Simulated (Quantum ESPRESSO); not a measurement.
Crystal: HfN.

```
CELL_PARAMETERS angstrom
0.00000 2.28569 2.28569
2.28569 0.00000 2.28569
2.28569 2.28569 0.00000
ATOMIC_POSITIONS crystal
Hf 0.00000 0.00000 0.00000
N 0.50000 0.50000 0.50000
```

The cell isn't the ideal one: volume scaled by 1.04.

| Quantity | Value |
| --- | --- |
| Program | Quantum ESPRESSO 7.5 |
| Task | phonons |
| Functional | LDA |
| Potentials or basis | PseudoDojo 0.4.1 SR LDA standard |
| Cutoff | 1143 eV |
| Density cutoff | 4572 eV |
| k mesh | 10 × 10 × 10 |
| Occupations | cold, width 0.272 eV |
| Spin | no spin polarisation |
| Form of the LDA correlation | PW92 |
| Mixing beta | 0.5 |
| Most SCF iterations | 120 |
| SCF threshold | 4e-10 Ry |

At Γ the optical frequencies are 437 437 437 cm⁻¹, at a pressure of -21.5 GPa.

How do the modes respond when the cell is scaled evenly, at fixed shape?

The highest mode has a Grüneisen parameter of 2.24 and moves by +4.6 cm⁻¹ per GPa. None of the listed modes softens on compression. The pressures give a bulk modulus of about 213 GPa.

Frequencies at 99 % and 101 % of the volume (pressures -19.3 and -23.6 GPa), ions relaxed:
| mode | 99 % (cm⁻¹) | 101 % (cm⁻¹) | Grüneisen parameter |
| --- | --- | --- | --- |
| 4 | 446.7 | 427.1 | 2.24 |
| 5 | 446.7 | 427.1 | 2.24 |
| 6 | 446.7 | 427.1 | 2.24 |

Modes are matched by their order; those that don't vary smoothly over the three volumes are left out.

Caveat: the cell is more than 3 GPa from zero pressure, which shifts response properties.
